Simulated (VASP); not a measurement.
Input of a VASP 6.6.1 run:

POSCAR

```
Ag
1.0
    2.9416526793      0.0000000000      0.0000000000
   -1.4708263396      2.5475459494      0.0000000000
    0.0000000000      0.0000000000      4.7327995506
Ag
2
Direct
    0.3333333333      0.6666666667      0.2500000000
    0.6666666667      0.3333333333      0.7500000000
```

Contents of INCAR.step1:

```
SYSTEM = Ag
  PREC = Accurate
  ENCUT = 520
  ISMEAR = -1
  SIGMA = 0.03
  LREAL = .False.
  LASPH = .True.
  NELM = 100
  NBANDS = 18
  GGA = PE
  ALGO = Normal
  EDIFF = 1E-4
  LWAVE = .True.
  LCHARG = .False.
```

INCAR.step2

```
SYSTEM = Ag
  PREC = Accurate
  ENCUT = 520
  EDIFF = 1E-8
  ISMEAR = -1
  SIGMA = 0.03
  LREAL = .False.
  LASPH = .True.
  NELM = 100
  ALGO = Normal
  ISIF = 2
  LWAVE = .False.
  LCHARG = .False.
  METAGGA = R2SCAN
  LMIXTAU = .True.
  LEFG = .True.
  NBANDS = 18
  ISTART = 1
```

The input KPOINTS:

```
Automatic mesh
0
Gamma
  13 13 7
  0 0 0
```

Potentials or basis: VASP PAW PBE potentials, release 64 (Ag).

Run with:

```sh
$ cat potpaw_PBE.64/Ag/POTCAR > POTCAR
$ cp INCAR.step1 INCAR
$ mpirun -np 1 vasp_std > vasp.out
$ cp INCAR.step2 INCAR
$ mpirun -np 1 vasp_std > vasp.out
```

(1) Estimate the pressure.

(2) Estimate the band gap on the k mesh.

## Answers

(1) -2.3 GPa.

(2) none (metal or under the smearing width).

Caveat: the PAW data sets were made with another functional, which shifts forces and pressure a little.
